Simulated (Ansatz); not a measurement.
Au under pressure: fit and missing row

Au, Cmcm, a = 2.820 Å, b = 5.034 Å, c = 4.801 Å. This isn't the element's structure at ambient conditions. Ansatz: PBEsol, PAW, 420 eV, Γ-centred 16×16×10 mesh on 2 atoms, Gaussian smearing 0.10 eV; no spin polarisation. Cell and atoms are relaxed at each pressure, and no other structure is tried, so the rows at high pressure may lie past a change of phase.

```tsv
V (Å³/atom)	P (GPa)
?	60.02
15.069	30.01
15.868	14.99
16.348	7.99
16.757	3.00
17.038	0.02
17.357	-2.99
```

Q: Take V0 = 17.038 Å³/atom, count pressures from its P0 = 0.02 GPa, fit the third-order Birch–Murnaghan form to the other rows, and predict the missing volume.

A: With the Eulerian strain f = ½[(V0/V)^(2/3) − 1] and y = (P − P0)/[3f(1 + 2f)^(5/2)], the form is the line y = B0 + 1.5 B0 (B0′ − 4) f. Rows (f, y): 0.04266, 191.0; 0.02429, 182.5; 0.01397, 177.5; 0.00557, 173.5; -0.00615, 168.3. Means f = 0.01607, y = 178.56; Σ(Δf)² = 0.001383, ΣΔfΔy = 0.6465; the slope is their ratio. y = 171.0 + 467.5 f GPa, so B0 = 171.0 GPa and B0′ = 4 + 2 × (467.5)/(3 × 171.0) = 5.82. P = 60.02 GPa is met at f = 0.07051 (y = 203.96), so V = V0 (1 + 2f)^(−3/2) = 13.979 Å³/atom. The run gave 13.975 Å³/atom, so the fit is 0.004 Å³/atom too high, a small miss on the scale of the series. The form still works here, 91 % of the fitted range beyond its end.

The mesh isn't the same in all rows (16×16×10, 18×18×10). Spin–orbit coupling is left out, which can shift energies with elements as heavy as these.